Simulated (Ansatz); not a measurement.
Runs of Ansatz 0.2.0 on Al2Pt. The structure is cubic, space group Fm-3m (No. 225). Conventional cell: a = 5.910 Å, b = 5.910 Å, c = 5.910 Å, α = 90.00°, β = 90.00°, γ = 90.00°. Pt (site symmetry m-3m) is surrounded by 8 Al at 2.56 Å. Around Al (site symmetry -43m) lie 4 Pt at 2.56 Å. 

```csv
task,level,cutoff (eV),basis error allowed,pressure (GPa)
band structure,PBE,236,0.002 eV/atom,2.5
band structure,PBEsol,236,0.002 eV/atom,(a)
single point,PBE,257,0.001 eV/atom,2.5
band structure,LDA,236,0.002 eV/atom,-3.9
```

Alike in all rows: potentials or basis all-electron LAPW, scalar-relativistic; no spin polarisation; cell as given; k mesh 8 × 8 × 8; smearing fermi-dirac 0.05 eV.

Task: Fill in the values left out.

Result: (a) -0.9.

Not every run made on this cell is shown here.
